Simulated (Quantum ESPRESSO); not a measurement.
# GaAs (F-43m) in Quantum ESPRESSO: a series of runs, part 2 of 2

Quantum ESPRESSO 7.5. Earlier steps stand in the parts before.

### 3 Single point, PBEsol

Input file scf.in:

```
&CONTROL
  calculation = 'scf'
  prefix = 'pwscf'
  outdir = './tmp'
  pseudo_dir = './pseudo'
/
&SYSTEM
  ibrav = 0
  nat = 2
  ntyp = 2
  ecutwfc = 84
  nbnd = 21
  occupations = 'smearing'
  smearing = 'fd'
  degauss = 0.00367493
  force_symmorphic = .true.
/
&ELECTRONS
  conv_thr = 4d-10
  electron_maxstep = 120
  mixing_beta = 0.5
/
ATOMIC_SPECIES
As    74.9216 As.upf
Ga    69.7230 Ga.upf
CELL_PARAMETERS angstrom
   0.0000000000    2.8268500000    2.8268500000
   2.8268500000    0.0000000000    2.8268500000
   2.8268500000    2.8268500000    0.0000000000
ATOMIC_POSITIONS angstrom
As     4.2402750000    4.2402750000    4.2402750000
Ga     0.0000000000    0.0000000000    0.0000000000
K_POINTS automatic
8 8 8 0 0 0
```

Input file nscf.in:

```
&CONTROL
  calculation = 'nscf'
  prefix = 'pwscf'
  outdir = './tmp'
  pseudo_dir = './pseudo'
/
&SYSTEM
  ibrav = 0
  nat = 2
  ntyp = 2
  ecutwfc = 84
  nbnd = 114
  occupations = 'fixed'
  force_symmorphic = .true.
/
&ELECTRONS
  conv_thr = 1d-08
  diago_full_acc = .true.
  diago_thr_init = 1d-06
/
ATOMIC_SPECIES
As    74.9216 As.upf
Ga    69.7230 Ga.upf
CELL_PARAMETERS angstrom
   0.0000000000    2.8268500000    2.8268500000
   2.8268500000    0.0000000000    2.8268500000
   2.8268500000    2.8268500000    0.0000000000
ATOMIC_POSITIONS angstrom
As     4.2402750000    4.2402750000    4.2402750000
Ga     0.0000000000    0.0000000000    0.0000000000
K_POINTS automatic
6 6 6 0 0 0
```

Potentials or basis: PseudoDojo 0.4.1 SR PBEsol standard.

The run is started by

```console
$ OMP_NUM_THREADS=1 pw.x -in scf.in > scf.out
$ OMP_NUM_THREADS=1 pw.x -in nscf.in > nscf.out
```

scf.out:

```text
This program is part of the open-source Quantum ESPRESSO suite
     for quantum simulation of materials; please cite
[... 9 lines left out ...]
     --------------------
     sticks:   dense  smooth     PW     G-vecs:    dense   smooth      PW
     Sum        1333    1333    379                31775    31775    5029

     Using Slab Decomposition

     bravais-lattice index     =            0
     lattice parameter (alat)  =       7.5547  a.u.
     unit-cell volume          =     304.8842 (a.u.)^3
     number of atoms/cell      =            2
     number of atomic types    =            2
     number of electrons       =        28.00
     number of Kohn-Sham states=           21
     kinetic-energy cutoff     =      84.0000  Ry
     charge density cutoff     =     336.0000  Ry
     scf convergence threshold =      4.0E-10
     mixing beta               =       0.5000
     number of iterations used =            8  plain     mixing
     Exchange-correlation= PBESOL
                           (   1   4  10   8   0   0   0)

     celldm(1)=   7.554690  celldm(2)=   0.000000  celldm(3)=   0.000000
     celldm(4)=   0.000000  celldm(5)=   0.000000  celldm(6)=   0.000000

     crystal axes: (cart. coord. in units of alat)
               a(1) = (   0.000000   0.707107   0.707107 )
               a(2) = (   0.707107   0.000000   0.707107 )
               a(3) = (   0.707107   0.707107   0.000000 )

     reciprocal axes: (cart. coord. in units 2 pi/alat)
               b(1) = ( -0.707107  0.707107  0.707107 )
               b(2) = (  0.707107 -0.707107  0.707107 )
               b(3) = (  0.707107  0.707107 -0.707107 )

[... 85 lines left out ...]
     ethr =  1.61E-04,  avg # of iterations =  3.0

     total energy              =    -364.60956933 Ry
     estimated scf accuracy    <       0.04536045 Ry
[... 43 lines left out ...]
     iteration #  8     ecut=    84.00 Ry     beta= 0.50
     Davidson diagonalization with overlap
     ethr =  7.38E-12,  avg # of iterations =  2.2

     End of self-consistent calculation

          k = 0.0000 0.0000 0.0000 (  3839 PWs)   bands (ev):

   -26.5546 -26.5546 -26.5546 -26.5447 -26.5447  -6.1379  -6.1379  -6.1379
    -6.0592  -6.0592  -4.0858   8.6667   8.6667   8.6667   9.1080  12.3746
    12.3746  12.3746  16.0775  18.8198  18.8199
[... 111 lines left out ...]
   -26.5548 -26.5533 -26.5531 -26.5449 -26.5440  -6.2391  -6.1024  -6.0952
    -6.0732  -6.0529  -1.6129   2.0180   4.7719   6.3982  10.5450  13.2445
    16.5562  16.7039  17.2414  19.1955  22.8362

          k =-0.7071 0.0000 0.0000 (  3984 PWs)   bands (ev):

   -26.5555 -26.5528 -26.5528 -26.5452 -26.5437  -6.2505  -6.0882  -6.0882
    -6.0854  -6.0468  -1.5771   1.8290   5.9764   5.9764  10.0268  10.2506
    18.7987  18.7988  19.5305  21.8781  22.0527

          k = 0.3536 0.1768 0.0000 (  3970 PWs)   bands (ev):
[... 31 lines left out ...]
   -26.5543 -26.5539 -26.5531 -26.5447 -26.5442  -6.2311  -6.1099  -6.0994
    -6.0670  -6.0566  -1.8214   2.2852   4.8258   6.3371  11.9479  13.8347
    14.0453  16.3272  17.3266  19.0674  22.6484

          k =-0.7071 0.1768-0.0000 (  3972 PWs)   bands (ev):

   -26.5551 -26.5532 -26.5528 -26.5451 -26.5439  -6.2444  -6.0969  -6.0921
    -6.0774  -6.0502  -1.5481   1.9181   5.5010   5.5958  11.1361  11.3667
    16.7565  16.9628  19.5985  20.9551  21.9421

          k =-0.7071 0.3536 0.0000 (  3972 PWs)   bands (ev):

   -26.5543 -26.5539 -26.5528 -26.5448 -26.5441  -6.2377  -6.1064  -6.0936
    -6.0700  -6.0556  -1.5184   2.0193   5.1005   5.2924  13.2638  13.3012
    14.0204  14.6265  19.6645  20.9112  21.8878

     the Fermi energy is     8.9167 ev

!    total energy              =    -364.61475518 Ry
     estimated scf accuracy    <          3.3E-10 Ry
     smearing contrib. (-TS)   =      -0.00000341 Ry
     internal energy E=F+TS    =    -364.61475178 Ry

     The total energy is F=E-TS. E is the sum of the following terms:
     one-electron contribution =    -192.38279519 Ry
     hartree contribution      =     114.58889949 Ry
     xc contribution           =     -88.46802229 Ry
     ewald contribution        =    -198.35283378 Ry

     convergence has been achieved in   8 iterations

=------------------------------------------------------------------------------=
   JOB DONE.
=------------------------------------------------------------------------------=
```

Wall time 54 s (1 thread of Intel Xeon 6975P-C (Granite Rapids), shared host); peak memory 0.1 GiB.

Results:

| Quantity | Value |
| --- | --- |
| Band gap on the k mesh, mean-field level | 0.44 eV, direct |

Levels at points of the mesh, in eV from the valence-band top:
| k point | band 12 | band 13 | band 14 | band 15 | band 16 | band 17 |
| --- | --- | --- | --- | --- | --- | --- |
| (0.00, 0.00, 0.00) | 0.00 | 0.00 | 0.00 | 0.44 | 3.71 | 3.71 |
| (0.00, 0.00, -0.50) | -6.67 | -1.14 | -1.14 | 0.93 | 4.60 | 4.60 |
| (0.00, -0.50, -0.50) | -6.84 | -2.69 | -2.69 | 1.36 | 1.58 | 10.13 |

### 4 Comparison with measurements

Step 2. A measured gap of GaAs is 1.418 eV (direct; 300 K; “Evidence of valence band perturbations in GaAsN/GaAs(001): A combined variable-angle spectroscopic ellipsometry and modulated photoreflectance investigation”, 2008, arxiv:0805.2212); the calculated 0.44 eV misses it by -0.98 eV. 3 values of this kind are on record (1.412 to 1.51 eV); this one was drawn at random among those near their median, those with a stated uncertainty first. Spin-orbit coupling on As, Ga is left out. The value is that of PBEsol on a finite k mesh, which can miss the band edges, without temperature or zero-point motion. Semilocal functionals fall short of measured gaps as a rule.

Step 3. A measured gap of GaAs is 1.412 eV (direct; 300 K; “Evidence of valence band perturbations in GaAsN/GaAs(001): A combined variable-angle spectroscopic ellipsometry and modulated photoreflectance investigation”, 2008, arxiv:0805.2212); the calculated 0.44 eV misses it by -0.97 eV. 3 values of this kind are on record (1.412 to 1.51 eV); this one was drawn at random among those near their median, those with a stated uncertainty first. Spin-orbit coupling on As, Ga is left out. The value is that of PBEsol on a finite k mesh, which can miss the band edges, without temperature or zero-point motion. Semilocal functionals fall short of measured gaps as a rule.
